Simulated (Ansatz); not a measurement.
The system is SnSe.

```xyz
8
Lattice="11.4200 0.0000 0.0000 0.0000 4.1900 0.0000 0.0000 0.0000 4.4600" Properties=species:S:1:pos:R:3 pbc="T T T"
Sn   10.0153    3.1425    4.0541
Sn    7.1147    1.0475    1.8241
Sn    4.3053    3.1425    2.6359
Sn    1.4047    1.0475    0.4059
Se    7.3431    3.1425    4.3886
Se    9.7869    1.0475    2.1586
Se    1.6331    3.1425    2.3014
Se    4.0769    1.0475    0.0714
```

```yaml
Program: Ansatz 0.2.0
Task: relaxation of cell and atoms
Functional: LDA
Potentials_or_basis: Ansatz PAW
Cutoff: "420 eV (not typed: the program's choice for these potentials)"
k_mesh: 3 × 6 × 6
Occupations: fermi-dirac, width 0.05 eV
Spin: no spin polarisation
```

At the start: volume 26.68 Å³/atom.

**Question.** Where does the relaxation end?

**Answer.** It ends after 6 steps and the volume is 25.17 Å³/atom (-5.6 %); space group Pnma (No. 62, to 0.05 Å).

Step by step:
```csv
step,energy change (eV),largest force (eV/Å),volume (Å³)
1,0.0000,0.1833,213.41
2,-0.1099,0.0820,203.21
3,-0.1111,0.0680,201.62
4,-0.1194,0.0134,201.39
5,-0.1196,0.0095,201.39
6,-0.1173,0.0094,201.39
```

Final structure:
```
Sn Se
1.0
    11.32043    0.00000    0.00000
     0.00000    4.11622    0.00000
     0.00000    0.00000    4.32195
Sn Se
4 4
Direct
  0.88256 0.75000 0.90532
  0.61744 0.25000 0.40532
  0.38256 0.75000 0.59468
  0.11744 0.25000 0.09468
  0.64221 0.75000 0.97729
  0.85779 0.25000 0.47729
  0.14221 0.75000 0.52271
  0.35779 0.25000 0.02271
```

Caveat: the plane-wave basis is chosen anew once the cell has moved, so the energies of steps on either side of that aren't comparable; the PAW data sets come from PBE, with cores solved anew for the run's functional, which leaves a small shift of forces and pressure.
